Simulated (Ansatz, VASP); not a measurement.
**ZrC in VASP and in Ansatz**

```
CELL_PARAMETERS angstrom
2.87541 0.00000 0.00000
0.00000 2.87541 0.00000
0.00000 0.00000 3.01606
ATOMIC_POSITIONS crystal
Zr 0.50000 0.50000 0.00000
C 0.00000 0.00000 0.50000
```

Alike in both runs: functional PBE; k mesh 20 × 20 × 18; occupations gaussian, width 0.1 eV; no spin polarisation.

Ansatz relaxed the structure, and its values are those at the end. VASP's run is a single point on that final structure, the one shown.

|  | VASP | Ansatz |
| --- | --- | --- |
| version | VASP 6.6.1 | Ansatz 0.2.0 |
| potentials or method | VASP PAW PBE potentials, release 64 (Zr_sv, C) | scalar-relativistic, plane waves, PAW |
| plane-wave cutoff (eV) | 520 | 420 |
| valence electrons in the cell | 16 | 16 |

|  | VASP | Ansatz | Ansatz less VASP |
| --- | --- | --- | --- |
| gap on the k mesh at the Fermi level (eV) | none | none | - |
| pressure (GPa) | 0.2 | 0.0 | -0.19 |

A gap of «none» marks a metal or a gap that the smearing closes.
